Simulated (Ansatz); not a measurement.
BaTiO3 (started from an entry of an open crystallographic database), relaxed with r2SCAN in Ansatz. Space group Pm-3m (No. 221), cubic; a = 3.994 Å in the conventional setting, 12.74 Å³ an atom. Around Ba lie 12 O at 2.82 Å; around Ti lie 6 O at 2.00 Å; around O lie 2 Ti at 2.00 Å and 4 Ba at 2.82 Å.

The axes x, y and z are those of this cell:
```xyz
5
Lattice="3.9941 0.0000 0.0000 0.0000 3.9941 0.0000 0.0000 0.0000 3.9941" Properties=species:S:1:pos:R:3 pbc="T T T"
Ba    1.9970    1.9970    1.9970
Ti    0.0000    0.0000    0.0000
O     1.9970    0.0000    0.0000
O     0.0000    1.9970    0.0000
O     0.0000    0.0000    1.9970
```

Unstrained: PBE gives an indirect gap of 1.823 eV, from R to Γ; the least direct gap is 1.923 eV at Γ. The r2SCAN gap is indirect, 2.172 eV (R to Γ), below the direct gap of 2.280 eV at Γ. HSE06 gives an indirect gap of 3.206 eV, from R to Γ; the least direct gap is 3.290 eV at Γ. Meshes: PBE 6×6×6, r2SCAN 6×6×6, HSE06 4×4×4. Strains are changes of length per length, and xy shears are angles. After each strain the atoms were relaxed again with r2SCAN within the symmetry that the strain leaves, so tilts or polar shifts that break it weren't tested; points keep the names that they have in the unstrained zone. Spin-unpolarised throughout; all numbers are computed.

Q: One strain changed the r2SCAN stress by xx +0.28, yy +0.28, zz +0.13, xy +6.46 GPa (compression positive) and the gap by -0.151 eV (PBE), -0.150 eV (r2SCAN), -0.188 eV (HSE06). Which kind of strain was it, and roughly how large?

A: Xy shear, engineering strain (angle) -4.84 %. The pattern of the stress gives the kind; the size needs the stiffness, so it is an estimate.

Q: One strain changed the r2SCAN stress by xx -13.96, yy -5.80, zz -5.80 GPa (compression positive) and the gap by -0.232 eV (PBE), -0.249 eV (r2SCAN), -0.248 eV (HSE06). Which kind of strain was it, and roughly how large?

A: Uniaxial +5.99 % along x, other directions held. The pattern of the stress gives the kind; the size needs the stiffness, so it is an estimate.

Q: Apply biaxial -5.83 % in x and y, z held. How far does the gap move, against the unstrained cell?

A: PBE: the gap goes from 1.823 to 1.911 eV (+0.088 eV). r2SCAN: the gap goes from 2.172 to 2.305 eV (+0.133 eV). HSE06: the gap goes from 3.206 to 3.378 eV (+0.172 eV). The r2SCAN energy rises by 142.5 meV an atom.

The runs are scalar-relativistic, without spin-orbit coupling.

The meshes of the hybrids are coarse, so their gaps aren't converged to the digits shown.
